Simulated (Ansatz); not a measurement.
**BeSe: levels along high-symmetry lines**

```yaml
crystal:
  lattice:
    - [0.00000, 2.58854, 2.58854]
    - [2.58854, 0.00000, 2.58854]
    - [2.58854, 2.58854, 0.00000]
  atoms:
    - { symbol: Be, position: [0.00000, 0.00000, 0.00000] }
    - { symbol: Se, position: [0.25000, 0.25000, 0.25000] }
```

Atom numbers follow the list: Be1, Se2.

The cell was built from the zincblende type and relaxed in the same program, and has space group F-43m; it needn't be a known or the stable phase.

Level of theory: DFT, PBE, all-electron LAPW, scalar-relativistic in Ansatz 0.2.0.

Sampling and basis: a Γ-centred 14×14×14 k mesh, Fermi–Dirac smearing of 0.05 eV, basis error target 1 meV/atom, no spin polarisation.

Points in fractions of the reciprocal vectors of this cell: Γ (0, 0, 0), X (-0.5, -0.5, 0), U (-0.375, -0.375, 0.25), K (-0.375, 0, 0.375), L (0, 0, 0.5), W (-0.5, -0.25, 0.25). The path joins them by straight lines in the order Γ–X–U–K–Γ–L–W–X; legs that retrace an earlier one aren't tabulated. Energies are in eV from the top of the valence band.

Question: Is there a gap, and where are the band edges?

Answer: 2.67 eV, indirect from Γ to X (-0.5, -0.5, 0).

Question: List the levels between -5 and 5 eV at the symmetry points.

Answer: 
Γ: 0.00 (×3), 4.23
X: -4.97, -2.58 (×2), 2.67, 4.22
U: -4.56, -3.91, -2.16, 3.78
K: -4.56, -3.91, -2.16, 3.78
L: -1.05 (×2), 4.27
W: -4.33, -3.70, -3.20
